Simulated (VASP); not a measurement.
# Cl2 in VASP: settings compared

One molecule, Cl2, is run at these levels: PBEsol, RPBE; tasks: single point, relaxation of the atoms.

Everything below comes from runs of VASP 6.6.1. Logs are shortened: lines on timing, memory, paths and dates and some standing lists are left out, and cuts for length are marked.

### 1 Starting point

The cell holds a molecule in a box, 2 atoms: a = 10.000 Å, b = 10.500 Å, c = 11.000 Å, α = 90.00°, β = 90.00°, γ = 90.00°.

### 2 Single point, PBEsol

Input file INCAR:

```
SYSTEM = Cl
ALGO     = Normal         ! electronic algorithm
EDIFF    = 1E-6           ! SCF threshold, eV
ENCUT    = 520            ! plane-wave cutoff, eV
GGA      = PS             ! functional
ISIF     = 2              ! what is computed and relaxed
ISMEAR   = 0              ! smearing method
LASPH    = .True.         ! aspherical terms in the spheres
LCHARG   = .False.        ! write CHGCAR
LREAL    = .False.        ! projectors in reciprocal space
LWAVE    = .False.        ! write WAVECAR
NELM     = 80             ! most SCF steps
PREC     = Accurate       ! precision mode
SIGMA    = 0.02           ! smearing width, eV
```

Input file KPOINTS:

```
k-points
0
Gamma
  1 1 1
  0 0 0
```

Input file POSCAR:

```
Cl
1.0
   10.0000000000      0.0000000000      0.0000000000
    0.0000000000     10.5000000000      0.0000000000
    0.0000000000      0.0000000000     11.0000000000
Cl
2
Direct
    0.5000000000      0.5000000000      0.4095454500
    0.5000000000      0.5000000000      0.5904545500
```

Potentials or basis: VASP PAW PBE potentials, release 64 (Cl).

The run is started by

```console
cat potpaw_PBE.64/Cl/POTCAR > POTCAR
mpirun -np 1 vasp_std > vasp.out
```

OUTCAR:

```text
SYSTEM = Cl
   EDIFF = 1E-6
   ENCUT = 520
   GGA = PS
   ISIF = 2
   ISMEAR = 0
   LASPH = .True.
   LREAL = .False.
   NELM = 80
   PREC = Accurate

 ion  position               nearest neighbor table
   1  0.500  0.500  0.410-   2 1.99
   2  0.500  0.500  0.590-   1 1.99

  LATTYP: Found a simple orthorhombic cell.
 ALAT       =    10.0000000000
 B/A-ratio  =     1.0500000000
 C/A-ratio  =     1.1000000000

  Lattice vectors:

 A1 = (  10.0000000000,   0.0000000000,   0.0000000000)
 A2 = (   0.0000000000,  10.5000000000,   0.0000000000)
 A3 = (   0.0000000000,   0.0000000000,  11.0000000000)

Analysis of symmetry for initial positions (statically):
=====================================================================
 Subroutine PRICEL returns:
 Original cell was already a primitive cell.

 Routine SETGRP: Setting up the symmetry group for a
 simple orthorhombic supercell.

 Subroutine GETGRP returns: Found  8 space group operations
 (whereof  8 operations were pure point group operations)
 out of a pool of  8 trial point group operations.

The static configuration has the point symmetry D_2h.

Analysis of symmetry for dynamics (positions and initial velocities):
=====================================================================
 Subroutine PRICEL returns:
 Original cell was already a primitive cell.

 Routine SETGRP: Setting up the symmetry group for a
 simple orthorhombic supercell.

 Subroutine GETGRP returns: Found  8 space group operations
 (whereof  8 operations were pure point group operations)
 out of a pool of  8 trial point group operations.

The dynamic configuration has the point symmetry D_2h.

 Subroutine INISYM returns: Found  8 space group operations
 (whereof  8 operations are pure point group operations),
 and found     1 'primitive' translations

----------------------------------------------------------------------------------------

                                     Primitive cell

  volume of cell :    1155.0000

  direct lattice vectors                    reciprocal lattice vectors
    10.000000000  0.000000000  0.000000000     0.100000000  0.000000000  0.000000000
     0.000000000 10.500000000  0.000000000     0.000000000  0.095238095  0.000000000
     0.000000000  0.000000000 11.000000000     0.000000000  0.000000000  0.090909091

  length of vectors
    10.000000000 10.500000000 11.000000000     0.100000000  0.095238095  0.090909091

  position of ions in fractional coordinates (direct lattice)
     0.500000000  0.500000000  0.409545450
     0.500000000  0.500000000  0.590454550

  ion indices of the primitive-cell ions
   primitive index   ion index
                 1           1
                 2           2

----------------------------------------------------------------------------------------

 KPOINTS: k-points

Automatic generation of k-mesh.
 Grid dimensions read from file:
 generate k-points for:    1    1    1

 Generating k-lattice:

  Cartesian coordinates                     Fractional coordinates (reciprocal lattice)
     0.100000000  0.000000000  0.000000000     1.000000000  0.000000000  0.000000000
     0.000000000  0.095238095  0.000000000     0.000000000  1.000000000  0.000000000
     0.000000000  0.000000000  0.090909091     0.000000000  0.000000000  1.000000000

  Length of vectors
     0.100000000  0.095238095  0.090909091

  Shift w.r.t. Gamma in fractional coordinates (k-lattice)
     0.000000000  0.000000000  0.000000000

 Subroutine IBZKPT returns following result:
 ===========================================

 Found      1 irreducible k-points:

 Following reciprocal coordinates:
            Coordinates               Weight
  0.000000  0.000000  0.000000      1.000000
   k-points           NKPTS =      1   k-points in BZ     NKDIM =      1   number of bands    NBANDS=     11
   number of dos      NEDOS =    301   number of ions     NIONS =      2
   total plane-waves  NPLWV = 537600
   dimension x,y,z NGX =    80 NGY =   80 NGZ =   84
   dimension x,y,z NGXF=   160 NGYF=  160 NGZF=  168
   ions per type =               2
   NGX,Y,Z   is equivalent  to a cutoff of  13.30, 12.67, 12.70 a.u.
   NGXF,Y,Z  is equivalent  to a cutoff of  26.60, 25.33, 25.39 a.u.
 SYSTEM =  Cl
   PREC   = accura    normal or accurate (medium, high low for compatibility)
   ISTART =      0    job   : 0-new  1-cont  2-samecut
   ICHARG =      2    charge: 1-file 2-atom 10-const
   ISPIN  =      1    spin polarized calculation?
   LNONCOLLINEAR =      F non collinear calculations
   LSORBIT =      F    spin-orbit coupling
   LASPH  =      T    aspherical Exc in radial PAW
   ENCUT  =  520.0 eV  38.22 Ry    6.18 a.u.  18.59 19.52 20.45*2*pi/ulx,y,z
   NELM   =     80;   NELMIN=  2; NELMDL= -5     # of ELM steps
   EDIFF  = 0.1E-05   stopping-criterion for ELM
   LREAL  =      F    real-space projection
   EDIFFG = 0.1E-04   stopping-criterion for IOM
   NSW    =      0    number of steps for IOM
   IBRION =     -1    ionic relax: 0-MD 1-quasi-New 2-CG
   NFREE  =      0    steps in history (QN), initial steepest desc. (CG)
   ISIF   =      2    stress and relaxation
   ISYM   =      2    0-nonsym 1-usesym 2-fastsym
   POTIM  = 0.5000    time-step for ionic-motion
   TEBEG  =    0.0;   TEEND  =   0.0 temperature during run
   PSTRESS=    0.0 pullay stress
   NELECT =      14.0000    total number of electrons
   NUPDOWN=      -1.0000    fix difference up-down
   EMIN   =  10.00;   EMAX   =-10.00  energy-range for DOS
   EFERMI =   0.00;   METHOD = LEGACY
   ISMEAR =     0;   SIGMA  =   0.02  broadening in eV -4-tet -1-fermi 0-gaus
   EFERMI_NEDOS =   21; number of points for ismear=-14 and -15
   IALGO  =     38    algorithm
   IMIX   =      4    mixing-type and parameters
     AMIX     =   0.40;   BMIX     =  1.00
     AMIX_MAG =   1.60;   BMIX_MAG =  1.00
  volume/ion in A,a.u.               =     577.50      3897.16
  Fermi-wavevector in a.u.,A,eV,Ry     =   0.376060  0.710650  1.924149  0.141421
  Thomas-Fermi vector in A             =   1.307622
   LORBIT       =      0    0 simple, 1 ext, 2 COOP (PROOUT), +10 PAW based schemes
   GGA     = PS    functional components
   LHFCALC =     F    Hartree Fock is set to
   AEXX    =    0.0000 exact exchange contribution
   IVDW    =     0    specifies the selected vdW correction
   LEPSILON=     F    determine dielectric tensor
   LRPA    =     F    only Hartree local field effects (RPA)
 non-spin polarized calculation
 Gauss-broadening in eV      SIGMA  =   0.02
  energy-cutoff  :      520.00
  volume of cell :     1155.00
 maximum number of plane-waves:     31095
 NGX is ok and might be reduce to    80
   NGX = 37   NGY = 39   NGZ = 41

 number of electron      13.9999997 magnetization

 Free energy of the ion-electron system (eV)
  ---------------------------------------------------
  ext. energy  EPLUGINS =         0.00000000
  ---------------------------------------------------
  free energy    TOTEN  =        -3.84314467 eV

  energy without entropy =       -3.84314467  energy(sigma->0) =       -3.84314467

 E-fermi :  -6.7947     XC(G=0):  -0.8032

 val. band max:       -6.9388891472   @ k =   0.0000   0.0000   0.0000
 cond. band min:      -3.8829476563   @ k =   0.0000   0.0000   0.0000
 fundamental gap:      3.0559414909
 Fermi energy:        -6.7946846136

 k-point     1 :       0.0000    0.0000    0.0000
  band No.  band energies     occupation
      1     -23.2128      2.00000
      2     -18.9008      2.00000
      3     -11.6567      2.00000
      4      -9.6466      2.00000
      5      -9.6465      2.00000
      6      -6.9389      2.00000
      7      -6.9389      2.00000
      8      -3.8829      0.00000
      9      -0.2579      0.00000
     10       0.9357      0.00000
     11       1.0415      0.00000

------------------------ aborting loop because EDIFF is reached ----------------------------------------

  FORCE on cell =-STRESS in cart. coord.  units (eV):
  Direction    XX          YY          ZZ          XY          YZ          ZX
  --------------------------------------------------------------------------------------
  -------------------------------------------------------------------------------------
  Total       -0.0197962     -0.0212706     -0.4028265      0.0000000      0.0000000      0.0000000
  in kB       -0.0274606     -0.0295059     -0.5587875      0.0000000      0.0000000      0.0000000
  external PRESSURE =      -0.2052513 kB  Pullay stress =       0.0000000 kB

 VOLUME and BASIS-vectors are now :
 -----------------------------------------------------------------------------
  energy-cutoff  :      520.00
  volume of cell :     1155.00
      direct lattice vectors                 reciprocal lattice vectors
    10.000000000  0.000000000  0.000000000     0.100000000  0.000000000  0.000000000
     0.000000000 10.500000000  0.000000000     0.000000000  0.095238095  0.000000000
     0.000000000  0.000000000 11.000000000     0.000000000  0.000000000  0.090909091

 POSITION                                       TOTAL-FORCE (eV/Angst)
 -----------------------------------------------------------------------------------
      5.00000      5.25000      4.50500         0.000000      0.000000      0.191739
      5.00000      5.25000      6.49500         0.000000     -0.000000     -0.191739
 -----------------------------------------------------------------------------------
    total drift:                                0.000000     -0.000000     -0.000000

  FREE ENERGIE OF THE ION-ELECTRON SYSTEM (eV)
  ---------------------------------------------------
  free  energy   TOTEN  =        -3.8431446733 eV

  energy  without entropy=       -3.8431446733  energy(sigma->0) =       -3.84314467
```

It took 57 s on 1 thread of Intel Xeon 6975P-C (Granite Rapids), shared host; peak memory 0.85 GiB.

What came out:

```
Free energy                     : -3.8431 eV
Largest force                   : 0.192 eV/Å
Gap between the frontier levels : 3.06 eV
```

Forces in eV/Å, atoms in the order of the input:
```
Cl   0.000  0.000  0.192
Cl   0.000  0.000 -0.192
```

Caveat: the PAW data sets were made with another functional, which shifts forces and pressure a little.

### 3 Relaxation of the atoms, PBEsol

Input file INCAR:

```
ALGO = Normal ; EDIFF = 1E-7
EDIFFG = -0.005 ; ENCUT = 500
GGA = PS ; IBRION = 2
ISIF = 2 ; ISMEAR = 0
ISYM = 0 ; LASPH = T
LCHARG = F ; LREAL = F
LWAVE = F ; NELM = 80
NSW = 90 ; PREC = Accurate
SIGMA = 0.02
```

Input file KPOINTS:

```
k-points
0
Gamma
  1 1 1
```

POSCAR is that of step 2.

Potentials or basis: VASP PAW PBE potentials, release 64 (Cl).

The run is started by

```console
cat potpaw_PBE.64/Cl/POTCAR > POTCAR
mpirun -np 1 vasp_std > vasp.out
```

It took 2.2 min on 1 thread of Intel Xeon 6975P-C (Granite Rapids), shared host; peak memory 0.99 GiB.

It converged, with:

* Free energy: -3.8440 eV
* Energy gained by relaxing: 0.5 meV/atom
* Ionic steps: 3
* Gap between the frontier levels: 3.12 eV

Step by step:
| step | energy change (eV) | largest force (eV/Å) | pressure (GPa) |
| --- | --- | --- | --- |
| 1 | 0.0000 | 0.1919 | -0.02 |
| 2 | -0.0002 | 0.1770 | 0.01 |
| 3 | -0.0010 | 0.0003 | 0.00 |

Final structure:
```xyz
2
Lattice="10.0000 0.0000 0.0000 0.0000 10.5000 0.0000 0.0000 0.0000 11.0000" Properties=species:S:1:pos:R:3 pbc="T T T"
Cl    5.0000    5.2500    4.5099
Cl    5.0000    5.2500    6.4901
```

Levels at points of the mesh, in eV from the valence-band top:
| k point | band 5 | band 6 | band 7 | band 8 | band 9 | band 10 |
| --- | --- | --- | --- | --- | --- | --- |
| (0.00, 0.00, 0.00) | -2.76 | 0.00 | 0.00 | 3.12 | 6.66 | 7.85 |

Caveat: the PAW data sets were made with another functional, which shifts forces and pressure a little.

### 4 Relaxation of the atoms, PBEsol

Changes to INCAR since step 3:

```diff
@@ -1,3 +1,3 @@
 ALGO = Normal ; EDIFF = 1E-7
-EDIFFG = -0.005 ; ENCUT = 500
+EDIFFG = -0.005 ; ENCUT = 400
 GGA = PS ; IBRION = 2
```

KPOINTS is that of step 3.

POSCAR is that of step 3.

The run is started by

```console
cat potpaw_PBE.64/Cl/POTCAR > POTCAR
mpirun -np 1 vasp_std > vasp.out
```

Wall time 78 s (1 thread of Intel Xeon 6975P-C (Granite Rapids), shared host); peak memory 0.72 GiB.

Results (log left out):

```yaml
Free_energy: -3.8461 eV
Energy_gained_by_relaxing: 0.5 meV/atom
Ionic_steps: 3
Gap_between_the_frontier_levels: 3.12 eV
```

Step by step:
```csv
step,energy change (eV),largest force (eV/Å),pressure (GPa)
1,0.0000,0.1940,-0.02
2,-0.0002,0.1796,0.01
3,-0.0010,0.0003,0.00
```

Final structure:
```cif
data_structure
_symmetry_space_group_name_H-M 'P 1'
_symmetry_Int_Tables_number 1
_cell_length_a 10.0000
_cell_length_b 10.5000
_cell_length_c 11.0000
_cell_angle_alpha 90.000
_cell_angle_beta 90.000
_cell_angle_gamma 90.000
_cell_volume 1155.00
loop_
_atom_site_label
_atom_site_type_symbol
_atom_site_fract_x
_atom_site_fract_y
_atom_site_fract_z
_atom_site_occupancy
Cl1 Cl 0.50000 0.50000 0.41000 1
Cl2 Cl 0.50000 0.50000 0.59000 1
```

Levels at points of the mesh, in eV from the valence-band top:
```
           k point  band 3  band 4  band 5  band 6  band 7  band 8  band 9  band 10  band 11
(0.00, 0.00, 0.00)   -4.76   -2.76   -2.76    0.00    0.00    3.12    6.66     7.85     7.96
```

Caveat: the PAW data sets were made with another functional, which shifts forces and pressure a little. As with any semilocal functional, this PBEsol gap is likely too small.

### 5 Relaxation of the atoms, RPBE

Input file INCAR:

```
ALGO = Normal ; EDIFF = 1E-7
EDIFFG = -0.005 ; ENCUT = 520
GGA = RP ; IBRION = 2
ISIF = 2 ; ISMEAR = 0
ISYM = 0 ; LASPH = T
LCHARG = F ; LREAL = F
LWAVE = F ; NELM = 80
NSW = 90 ; PREC = Accurate
SIGMA = 0.02
```

KPOINTS is that of step 4.

POSCAR is that of step 4.

The run is started by

```console
cat potpaw_PBE.64/Cl/POTCAR > POTCAR
mpirun -np 1 vasp_std > vasp.out
```

It took 2.3 min on 1 thread of Intel Xeon 6975P-C (Granite Rapids), shared host; peak memory 1 GiB.

Results (log left out):

```
Free energy                     : -3.4113 eV
Energy gained by relaxing       : 0.6 meV/atom
Ionic steps                     : 3
Gap between the frontier levels : 3.05 eV
```

The path:
| step | energy change (eV) | largest force (eV/Å) | pressure (GPa) |
| --- | --- | --- | --- |
| 1 | 0.0000 | 0.2188 | 0.02 |
| 2 | -0.0005 | 0.1673 | -0.02 |
| 3 | -0.0013 | 0.0006 | 0.00 |

Final structure:
```
Cl
1.0
    10.00000    0.00000    0.00000
     0.00000   10.50000    0.00000
     0.00000    0.00000   11.00000
Cl
2
Direct
  0.50000 0.50000 0.40902
  0.50000 0.50000 0.59098
```

Levels at points of the mesh, in eV from the valence-band top:
```
           k point  band 5  band 6  band 7  band 8  band 9  band 10
(0.00, 0.00, 0.00)   -2.61    0.00    0.00    3.05    6.59     7.84
```

Caveat: the PAW data sets were made with another functional, which shifts forces and pressure a little. RPBE gaps usually lie below the measured ones, often by a third to a half.

### 6 Overview

| task | level | cell | cutoff (eV) | gap on the mesh (eV) |
| --- | --- | --- | --- | --- |
| single point | PBEsol | as given | 520 | 3.06 |
| relaxation of the atoms | PBEsol | atoms relaxed | 500 | 3.12 |
| relaxation of the atoms | PBEsol | atoms relaxed | 400 | 3.12 |
| relaxation of the atoms | RPBE | atoms relaxed | 520 | 3.05 |

Alike in all rows: potentials or basis VASP PAW PBE potentials, release 64 (Cl); no spin polarisation; k mesh 1 × 1 × 1; smearing gaussian 0.02 eV.

Caveats: the PAW data sets were made with another functional, which shifts forces and pressure a little.

Total energies depend on the potentials used, so only differences within one code and one set of settings carry meaning.
